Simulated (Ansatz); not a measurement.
WS2 in the 3R-MoS2-type structure, relaxed with r2SCAN+rVV10, was run in Ansatz 0.2.0 under altered settings. All numbers are computed, without spin polarisation but where a row says otherwise.

```
W S
1.0
     1.58589    0.91561    6.23747
    -1.58589    0.91561    6.23747
     0.00000   -1.83122    6.23747
W S
1 2
Cartesian
  0.0000 0.0000 -0.0002
  0.0000 0.0000 7.7993
  0.0000 0.0000 4.6759
```

The base run's other keys:
```yaml
kpoints:
  mp_grid: { grid: [4, 4, 4] }
hamiltonian:
  xc: hse06
scf:
  occupations: { method: fixed }
  n_extra_bands: 4
```

It takes 16 iterations with 1041 plane waves at 420 eV and 13 k points, and leaves a mean stress of -1.58 GPa. The gap over this mesh is 1.965 eV. It ran on 4 threads of Arm Neoverse N1, on a shared host.

Outcomes, with energy and stress as changes against the base:
```csv
setting,outcome,ΔF (meV/atom),Δ mean stress (GPa),gap on the mesh (eV),iterations,wall time
scf.exx.singularity: wigner_seitz,converged,0.0,0.0,1.965,16,17 s
"PBE hybrid, exx coeff 0.5, omega 0.5 1/Å",converged,–,-1.9,1.848,21,20 s
"PBE hybrid, exx coeff 0.4, omega 0.1 1/Å",converged,–,-3.0,2.814,22,20 s
scf.exx.singularity: regularized,converged,-1.3,0.0,1.968,16,16 s
"kpoints.mp_grid.shift: [0, 0, 0.5]","converged, warned",+23,+0.5,2.286,18,24 s
```
A dash marks a value that wasn't obtained or can't be compared. Stress is positive in compression. Its mean hides that meshes of lower symmetry stress the axes unequally. The base took 17 s.

- PBE hybrid, exx coeff 0.5, omega 0.5 1/Å. That is 50 % exact exchange, screened with ω = 0.5 1/Å, against HSE06's 25 % screened at 0.208 1/Å. The mean stress moves by -1.9 GPa and the gap on the mesh by -0.117 eV (to 1.848). Totals of different functionals aren't comparable.
- PBE hybrid, exx coeff 0.4, omega 0.1 1/Å. That is 40 % exact exchange, screened with ω = 0.1 1/Å, against HSE06's 25 % screened at 0.208 1/Å. The mean stress moves by -3.0 GPa and the gap on the mesh by +0.849 eV (to 2.814). Totals of different functionals aren't comparable. The program warns that on this mesh the truncation of the exchange isn't bounded, so part of the change can be an error of the mesh.
- scf.exx.singularity: regularized. The free energy moves by -1.3 meV an atom, the mean stress by 0.0 GPa and the gap on the mesh by +0.003 eV (to 1.968). The result is sensitive to this setting.
- kpoints.mp_grid.shift: [0, 0, 0.5]. The free energy moves by +23 meV an atom, the mean stress by +0.5 GPa and the gap on the mesh by +0.321 eV (to 2.286). The mesh breaks the crystal's symmetry, so the stress, and any force that symmetry no longer fixes, lose it too. The gap changes mostly because other points are sampled; a mesh that misses a band edge overestimates it. Warned: symmetry narrowed by mesh.

Within 1 meV an atom, 0.1 GPa and 0.005 eV of the base stay: scf.exx.singularity: wigner_seitz.

No spin-orbit coupling is included; it can move band edges with weight on the heavy atoms by tenths of an eV.

The program warns that its thresholds are loose for a hybrid's stress.

The meshes of the hybrids are coarse, so their gaps aren't converged to the digits shown.
